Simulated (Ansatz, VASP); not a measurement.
## GaSb in VASP and in Ansatz

The input INCAR:

```
SYSTEM = GaSb
PREC = Accurate
ENCUT = 520
EDIFF = 1E-6
ISMEAR = -1
SIGMA = 0.1
LREAL = .FALSE.
LASPH = .TRUE.
NELM = 80
ALGO = Normal
ISIF = 2
LWAVE = .FALSE.
LCHARG = .TRUE.
GGA = PE
LELF = .TRUE.
LVHAR = .TRUE.
NBANDS = 16
```

The input KPOINTS:

```
regular mesh
0
G
  13 13 13
  0 0 0
```

The input POSCAR:

```
GaSb
1.0
    3.1128999074      0.0000000000      0.0000000000
    0.0000000000      3.1128999074      0.0000000000
    0.0000000000      0.0000000000      3.1128999074
Ga Sb
1 1
Direct
    0.0000000000      0.0000000000      0.0000000000
    0.5000000000      0.5000000000      0.5000000000
```

Input for Ansatz:

```yaml
crystal:
  lattice:
    - [3.1128999074, 0.0, 0.0]
    - [0.0, 3.1128999074, 0.0]
    - [0.0, 0.0, 3.1128999074]
  atoms:
    - { symbol: Ga, position: [0.0, 0.0, 0.0] }
    - { symbol: Sb, position: [0.5, 0.5, 0.5] }
kpoints:
  mp_grid: { grid: [13, 13, 13] }
scf:
  occupations: { method: fermi_dirac, width: 0.1 }
hamiltonian:
  xc: pbe
  pseudopotentials: { kind: all_electron, lapw: { basis_error: 0.001 } }
output:
  forces: true
  stress: true
  eigenvalues: true
  populations: true
```

Change from the starting cell: volume scaled by 0.64, LAPW.

Alike in both runs: task single point; functional PBE; k mesh 13 × 13 × 13; occupations fermi-dirac, width 0.1 eV; no spin polarisation.

|  | VASP | Ansatz |
| --- | --- | --- |
| version | VASP 6.6.1 | Ansatz 0.2.0 |
| potentials or method | VASP PAW PBE potentials, release 64 (Ga_d, Sb) | all-electron LAPW, scalar-relativistic |
| plane-wave cutoff (eV) | 520 | see its input |

```tsv
	VASP	Ansatz	Ansatz less VASP
pressure (GPa)	66.3	65.7	-0.53
```

Ansatz ran all-electron here, so the differences hold the error of VASP's frozen core and of both bases.

Caveats: the cell as given lies far from equilibrium; so large a pressure means that the cell lies far from this level's equilibrium, or that cutoff or potentials fall short (VASP). Spin-orbit coupling is left out, which matters for the levels of Sb.
